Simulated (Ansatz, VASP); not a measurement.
# Two plane-wave programs on ZrC

Contents of INCAR:

```
SYSTEM = ZrC
PREC = Accurate ; ENCUT = 520
EDIFF = 1E-6 ; ISMEAR = 0
SIGMA = 0.1 ; LREAL = .FALSE.
LASPH = .TRUE. ; NELM = 80
ALGO = Normal ; ISIF = 2
LWAVE = .FALSE. ; LCHARG = .TRUE.
GGA = PE ; LELF = .TRUE.
LVHAR = .TRUE. ; NBANDS = 15
```

Contents of KPOINTS:

```
Automatic mesh
0
G
  16 16 16
  0 0 0
```

The input POSCAR:

```
ZrC
1.0
    0.0000000000      2.4303978341      2.4303978341
    2.4303978341      0.0000000000      2.4303978341
    2.4303978341      2.4303978341      0.0000000000
Zr C
1 1
Direct
    0.5000000000      0.5000000000      0.5000000000
    0.0000000000      0.0000000000      0.0000000000
```

Input for Ansatz:

```yaml
crystal:
  lattice:
    - [0.0, 2.4303978343, 2.4303978343]
    - [2.4303978343, 0.0, 2.4303978343]
    - [2.4303978343, 2.4303978343, 0.0]
  atoms:
    - { symbol: Zr, position: [0.5, 0.5, 0.5] }
    - { symbol: C, position: [0.0, 0.0, 0.0] }
basis:
  ecutwfc: 420
kpoints:
  mp_grid: { grid: [16, 16, 16] }
hamiltonian:
  xc: pbe
scf:
  occupations: { method: gaussian, width: 0.1 }
output:
  forces: true
  stress: true
  eigenvalues: true
```

Alike in both runs: task single point; functional PBE; k mesh 16 × 16 × 16; occupations gaussian, width 0.1 eV; no spin polarisation.

```csv
,VASP,Ansatz
version,VASP 6.6.1,Ansatz 0.2.0
potentials or method,"VASP PAW PBE potentials, release 64 (Zr_sv, C)","scalar-relativistic, plane waves, PAW"
plane-wave cutoff (eV),520,420
valence electrons in the cell,16,16
```

VASP gave:

| Quantity | Value |
| --- | --- |
| gap on the k mesh at the Fermi level (eV) | none |
| pressure (GPa) | -17.3 |

**Question.** Estimate Ansatz's values.

**Answer.** gap on the k mesh at the Fermi level (eV): none; pressure (GPa): -17.4.

A gap of «none» marks a metal or a gap that the smearing closes.

Caveats: so large a pressure means that the cell lies far from this level's equilibrium, or that cutoff or potentials fall short (VASP).
